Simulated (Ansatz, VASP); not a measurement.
# C in VASP and in Ansatz

The input INCAR:

```
PREC = Accurate
ENCUT = 520
EDIFF = 1E-7
ISMEAR = -1
SIGMA = 0.05
LREAL = False
LASPH = True
NELM = 100
ALGO = Normal
ISIF = 2
LWAVE = False
LCHARG = False
GGA = PE
NBANDS = 8
```

Contents of KPOINTS:

```
Automatic mesh
0
Gamma
  6 6 20
```

The input POSCAR:

```
C
1.0
    4.3111655004      0.0000000000      0.0000000000
    0.0000000000      4.3111655004      0.0000000000
    0.0000000000      0.0000000000      1.2991641719
C
1
Direct
    0.5000000000      0.5000000000      0.5000000000
```

input.yaml

```yaml
crystal:
  lattice:
    - [4.3111655004, 0.0, 0.0]
    - [0.0, 4.3111655004, 0.0]
    - [0.0, 0.0, 1.2991641719]
  atoms:
    - { symbol: C, position: [0.5, 0.5, 0.5] }
hamiltonian:
  xc: pbe
  pseudopotentials: { kind: paw }
kpoints:
  mp_grid: { grid: [6, 6, 20] }
scf:
  occupations: { method: fermi_dirac, width: 0.05 }
output:
  forces: true
  stress: true
  eigenvalues: true
```

The cell was built by a generator and needn't be a form met in nature.

Alike in both runs: task single point; functional PBE; k mesh 6 × 6 × 20; occupations fermi-dirac, width 0.05 eV; no spin polarisation.

```csv
,VASP,Ansatz
version,VASP 6.6.1,Ansatz 0.2.0
potentials or method,"VASP PAW PBE potentials, release 64 (C)",Ansatz PAW
plane-wave cutoff (eV),520,420
valence electrons in the cell,4,4
```

VASP gave:

| Property | Result |
| --- | --- |
| gap on the k mesh at the Fermi level (eV) | none |
| pressure (GPa) | -3.4 |
| largest component of the traceless stress (GPa) | 6.00 |

What did Ansatz give for the same quantities?

gap on the k mesh at the Fermi level (eV): none; pressure (GPa): -3.3; largest component of the traceless stress (GPa): 5.93.

A gap of «none» marks a metal or a gap that the smearing closes. The functional is the same, so the differences come from potentials, cutoffs and numerics.
